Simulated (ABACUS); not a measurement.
# Tm (Im-3m) in ABACUS: a series of runs

One crystal, Tm, is run at these levels: PBE; tasks: equation of state.

All numbers are computed with ABACUS 3.10.1; they aren't measurements. Logs are shortened: lines on timing, memory, paths and dates and some standing lists are left out, and cuts for length are marked.

### 1 The crystal as given

It takes space group Im-3m (No. 229, cubic). The conventional cell has a = 3.941 Å, b = 3.941 Å, c = 3.941 Å, α = 90.00°, β = 90.00°, γ = 90.00°. Around Tm (site symmetry m-3m) lie 8 Tm at 3.41 Å.

This isn't the form of Tm at room conditions, which is hcp.

### 2 Equation of state, PBE, collinear spin, ferromagnetic start, 28.77 Å³/atom (volume scaled by 0.94)

INPUT

```
INPUT_PARAMETERS
suffix              Tm
calculation         scf
basis_type          pw
pseudo_dir          ./
symmetry            1
dft_functional      pbe
ecutwfc             50
pseudo_rcut         10
nspin               2
nbands              10
ks_solver           dav
smearing_method     fd
smearing_sigma      0.00367493
scf_thr             1e-08
scf_nmax            100
mixing_type         broyden
mixing_beta         0.4
cal_force           1
cal_stress          1
kpar                4
```

STRU

```
ATOMIC_SPECIES
Tm 168.9342 Tm.upf

LATTICE_CONSTANT
1.8897261246

LATTICE_VECTORS
-1.9303233549 1.9303233549 1.9303233549
1.9303233549 -1.9303233549 1.9303233549
1.9303233549 1.9303233549 -1.9303233549

ATOMIC_POSITIONS
Direct

Tm
0.0
1
0.0000000000 0.0000000000 0.0000000000 1 1 1 mag 0
```

KPT

```
K_POINTS
0
Gamma
10 10 10 0 0 0
```

Potentials or basis: PseudoDojo NC SR 0.4.1 PBE standard, lanthanides 3+ (f in core), plane waves.

The run is started by

```bash
OMP_NUM_THREADS=1 mpirun -np 4 abacus > log
```

running log:

```text
ABACUS v3.10.1

               Atomic-orbital Based Ab-initio Computation at UStc

 ------------------------------------------------------------------------------------

 READING GENERAL INFORMATION
                           global_out_dir = OUT.Tm/
                           global_in_card = INPUT
                               pseudo_dir = ./
                              orbital_dir =
                                    DSIZE = 4
                                    GSIZE = 1

 READING UNITCELL INFORMATION
                                    ntype = 1
                  lattice constant (Bohr) = 1.88973
              lattice constant (Angstrom) = 1

 READING ATOM TYPE 1
                               atom label = Tm
                      L=0, number of zeta = 1
                      L=1, number of zeta = 1
                      L=2, number of zeta = 1
             number of atom for this type = 1
               magnetization of element 1 = 0
          Autoset magnetism for this atom = 1

                        TOTAL ATOM NUMBER = 1
DIRECT COORDINATES
    atom                   x                   y                   z     mag                  vx                  vy                  vz
taud_Tm1            0.0000000000        0.0000000000        0.0000000000  1.0000        0.0000000000        0.0000000000        0.0000000000

                          Volume (Bohr^3) = 194.154
                             Volume (A^3) = 28.7706

 Lattice vectors: (Cartesian coordinate: in unit of a_0)
             -1.93032            +1.93032            +1.93032
             +1.93032            -1.93032            +1.93032
             +1.93032            +1.93032            -1.93032
 Reciprocal vectors: (Cartesian coordinate: in unit of 2 pi/a_0)
                   +0           +0.259024           +0.259024
            +0.259024                  +0           +0.259024
            +0.259024           +0.259024                  +0
 The esolver type has been set to : ksdft_pw

                PAO radial cut off (Bohr) = 10

 Read in pseudopotential file is Tm.upf
                     pseudopotential type = NC
          exchange-correlation functional = PBE
                 nonlocal core correction = 1
                        valence electrons = 11
                                     lmax = 3
                           number of zeta = 4
                     number of projectors = 7
                           L of projector = 0
                           L of projector = 0
                           L of projector = 1
                           L of projector = 1
                           L of projector = 2
                           L of projector = 2
                           L of projector = 3
     initial pseudo atomic orbital number = 10
 The readin total magnetization is 1

 SETUP THE ELECTRONS NUMBER
            electron number of element Tm = 11
      total electron number of element Tm = 11
            AUTOSET number of electrons:  = 11
                           occupied bands = 6
                                   NBANDS = 10
                                   NLOCAL = 9

 SETUP THE PLANE WAVE BASIS
 energy cutoff for charge/potential (unit:Ry) = 200
            fft grid for charge/potential = [ 30, 30, 30 ]
                        fft grid division = [ 1, 1, 1 ]
        big fft grid for charge/potential = [ 30, 30, 30 ]
                                     nbxx = 27000
                                     nrxx = 27000

 SETUP PLANE WAVES FOR CHARGE/POTENTIAL
                    number of plane waves = 9213
                         number of sticks = 603

 PARALLEL PW FOR CHARGE/POTENTIAL
     PROC   COLUMNS(POT)             PW
        1            603           9213
 --------------- sum -------------------
        1            603           9213
                            number of |g| = 125
                                  max |g| = 17.981
                                  min |g| = 0

----------- Double Check Mixing Parameters Begin ------------
mixing_type: broyden
mixing_beta: 0.4
mixing_gg0: 1
mixing_gg0_min: 0.1
mixing_beta_mag: 1.6
mixing_gg0_mag: 0
mixing_ndim: 8
----------- Double Check Mixing Parameters End ------------

 LATTICE VECTORS: (CARTESIAN COORDINATE: IN UNIT OF A0)
             -1.93032            +1.93032            +1.93032
             +1.93032            -1.93032            +1.93032
             +1.93032            +1.93032            -1.93032
                       right hand lattice = 1
                                   NORM_A = 3.34342
                                   NORM_B = 3.34342
                                   NORM_C = 3.34342
                           ALPHA (DEGREE) = 109.471
                           BETA  (DEGREE) = 109.471
                           GAMMA (DEGREE) = 109.471

 The lattice vectors have been changed (STRU_SIMPLE.cif)

(for optimal symmetric configuration:)
[... 37 lines left out ...]
       6  0.50000000  0.50000000  0.00000000  0.0060       5
[... 22 lines left out ...]
      29  0.50000000  0.40000000  0.20000000  0.0480     156
      30  0.50000000  0.30000000  0.30000000  0.0240     157
[... 17 further k points ...]

                               nkstot now = 47
[... K-POINTS DIRECT COORDINATES: 47 rows ...]

           k-point number in this process = 12
       minimum distributed K point number = 11
[... stars of the k points ...]
                             nks(nspin=2) = 24
                          nkstot(nspin=2) = 94

[... K-POINTS CARTESIAN COORDINATES: 24 rows ...]

[... K-POINTS DIRECT COORDINATES: 24 rows ...]

 SETUP PLANE WAVES FOR WAVE FUNCTIONS
     energy cutoff for wavefunc (unit:Ry) = 50
              fft grid for wave functions = [ 30, 30, 30 ]
                    number of plane waves = 1745
                         number of sticks = 201

 PARALLEL PW FOR WAVE FUNCTIONS
     PROC   COLUMNS(POT)             PW
        1            201           1745
 --------------- sum -------------------
        1            201           1745

 SETUP NONLOCAL PSEUDOPOTENTIALS IN PLANE WAVE BASIS
 Tm non-local projectors:
 projector 1 L=0
 projector 2 L=0
 projector 3 L=1
 projector 4 L=1
 projector 5 L=2
 projector 6 L=2
 projector 7 L=3
      TOTAL NUMBER OF NONLOCAL PROJECTORS = 25

 Init Non-Local PseudoPotential table :
 Init Non-Local-Pseudopotential done.

                                     npwx = 1163

 Make real space PAO into reciprocal space.
       max mesh points in Pseudopotential = 1001
     dq(describe PAO in reciprocal space) = 0.01
                                    max q = 853

 number of pseudo atomic orbitals for Tm is 4
WARNING: norm of atomic wavefunction # 3 of atomic type Tm is 0.999076, renormalized
WARNING: norm of atomic wavefunction # 4 of atomic type Tm is 0.999486, renormalized

 -------------------------------------------
 SELF-CONSISTENT
 -------------------------------------------
                                 init_chg = atomic

 PW ALGORITHM --------------- ION=   1  ELEC=   1--------------------------------
 Notice: Threshold on eigenvalues was too large.
 hsover_error=0.11 > DRHO=0.0113205
 Origin diag ethr = 0.01
 New diag ethr = 0.000102914
          total magnetism (Bohr mag/cell) = 0.446563
       absolute magnetism (Bohr mag/cell) = 0.446652
                        nelec for spin up = 5.72328
                      nelec for spin down = 5.27672

 Density error is 0.0118361196826
                          Error Threshold = 0.000102913847873
----------------------------------------------------------
     Energy           Rydberg                 eV
----------------------------------------------------------
 E_KohnSham     -91.7056444366       -1247.7193031004
 E_Harris       -92.0547675622       -1252.4693669119
 E_Fermi        0.8051623865         10.9547962711
----------------------------------------------------------
[... 151 lines left out ...]
 Density error is 8.00914115314e-09
                          Error Threshold = 1.91559564748e-10
----------------------------------------------------------
     Energy           Rydberg                 eV
----------------------------------------------------------
 E_KohnSham     -91.7085263832       -1247.7585139954
 E_KS(sigma->0) -91.7077849213       -1247.7484258875
 E_Harris       -91.7083148525       -1247.7556359714
 E_band         -10.5198569851       -143.1299971427
 E_one_elec     -21.0661039505       -286.6190483877
 E_Hartree      13.0160117054        177.0919244280
 E_xc           -23.2987402823       -316.9956240618
 E_Ewald        -60.3582109318       -821.2155897581
 E_entropy(-TS) -0.0014829240        -0.0201762158
 E_descf        0.0000000000         0.0000000000
 E_exx          0.0000000000         0.0000000000
 E_Fermi        0.8006183798         10.8929718895
----------------------------------------------------------

 charge density convergence is achieved
 final etot is -1247.758514 eV
 EFERMI = 10.892971889 eV

 STATE ENERGY(eV) AND OCCUPATIONS    NSPIN == 2
SPIN UP :
 1/12 kpoint (Cartesian) = 0.0000 0.0000 0.0000 (1157 pws)
       1       -41.7504     0.00100000
       2       -14.2612     0.00100000
       3       -14.2612     0.00100000
       4       -14.2612     0.00100000
       5        4.95483     0.00100000
       6        12.9032    3.46557e-21
       7        12.9032    3.46557e-21
       8        12.9032    3.46557e-21
       9        15.2168    2.77919e-41
      10        15.2168    2.77919e-41
[... 49 lines left out ...]
 6/12 kpoint (Cartesian) = 0.12951 0.12951 0.25902 (1148 pws)
       1       -41.7000     0.00600000
       2       -14.9112     0.00600000
       3       -14.4713     0.00600000
       4       -14.2643     0.00600000
       5        8.33628     0.00600000
       6        11.0888    0.000117090
       7        11.7077    5.03283e-10
       8        15.0658    3.41190e-39
       9        16.0221    1.68675e-47
      10        18.2184    1.41325e-66

[... levels at 18 further k points ...]

------------------------------------------------------------------------------------------
 TOTAL-FORCE (eV/Angstrom)
------------------------------------------------------------------------------------------
                       Tm1         0.0000000000         0.0000000000         0.0000000000
------------------------------------------------------------------------------------------

----------------------------------------------------------------
 TOTAL-STRESS (KBAR)
----------------------------------------------------------------
        19.4039774757        -0.0000000000        -0.0000000000
        -0.0000000000        19.4039774757         0.0000000000
         0.0000000000         0.0000000000        19.4039774757
----------------------------------------------------------------
 TOTAL-PRESSURE: 19.403977 KBAR

 --------------------------------------------
 !FINAL_ETOT_IS -1247.7585139954462647 eV
 --------------------------------------------
```

Run time: 4.3 s. Hardware: 4 MPI ranks of AMD EPYC 9R45 (Zen 5), shared host; peak memory 0.28 GiB.

What came out:

```yaml
Free_energy: -1247.7585 eV
Band_gap_on_the_k_mesh: none (metal or under the smearing width)
Net_moment: 0.01 μB per cell
Absolute_moment: 0.01 μB per cell
```

Caveat: the local potential of these files has a noisy tail that shifts the pressure, which isn't listed; the magnetic or orbital state may not be the lowest; all typed moments are zero, and the program then starts from 1 μB on every atom; the noisy tail tilts energy against volume too; spin-orbit coupling is left out, which moves the levels of the heavy elements; the 4f electrons are frozen in the core as for a trivalent ion, so they carry no moment and show no levels.

(Part 1 of 2 ends here.)
